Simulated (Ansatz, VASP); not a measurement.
Na in VASP and in Ansatz

```xyz
2
Lattice="3.6888 0.0000 0.0000 -1.8444 3.1946 0.0000 0.0000 0.0000 6.2692" Properties=species:S:1:pos:R:3 pbc="T T T"
Na    0.0000    2.1297    1.5673
Na    1.8444    1.0649    4.7019
```

This isn't the form of Na at room conditions, which is bcc.

Alike in both runs: task electric field gradients; functional PBE; k mesh 9 × 9 × 5; occupations fermi-dirac, width 0.05 eV; collinear spin.

|  | VASP | Ansatz |
| --- | --- | --- |
| version | VASP 6.6.1 | Ansatz 0.2.0 |
| potentials or method | VASP PAW PBE potentials, release 64 (Na_pv) | plane-wave PAW, scalar-relativistic |
| plane-wave cutoff (eV) | 520 | 420 |
| valence electrons in the cell | 14 | 18 |

```csv
,VASP,Ansatz,Ansatz less VASP
pressure (GPa),0.0,0.0,0.00
largest component of the traceless stress (GPa),0.06,0.05,-0.002
net moment per atom (μB),0.00,0.00,0.000
Vzz of the field gradient on the site that differs most (V/Å²),-1.0,-0.9,+0.03
```

The two sets of potentials don't hold the same shells in valence. Ansatz warned: «filled_band_counts_differ_across_k_points».
